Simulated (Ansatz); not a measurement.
InSe, 4 atoms in the cell. The typed cell holds 4 atoms: a = 8.750 Å, b = 8.750 Å, c = 8.750 Å, α = 26.43°, β = 26.43°, γ = 26.43°.  The cell isn't the ideal one: atoms moved at random, drawn with an rms of 0.05 Å.

| Property | Result |
| --- | --- |
| Program | Ansatz 0.2.0 |
| Task | electron localisation function |
| Functional | PBEsol |
| Dispersion | D4 |
| Potentials or basis | all-electron PAW datasets made for the crystal |
| Cutoff | 240 eV (chosen from the basis error) |
| k mesh | 8 × 8 × 8 |
| Occupations | gaussian, width 0.1 eV |
| Spin | no spin polarisation |

Potentials or basis: all-electron PAW datasets made for the crystal.

The run is started by

```bash
$ ansatz run input.yaml --threads 2 --pin off --max-ram 6144MiB --backend cpu --events-out ev --progress --plain --runs-dir out
```

Hardware: 2 threads of Arm Neoverse V2 (shared host).

How long does it take, and how much memory?

Wall time 77 s on 2 threads of Arm Neoverse V2, on a shared host, peak memory 2.3 GiB. Counts: scf iterations 10, plane waves 963, k points 260, bands 23.
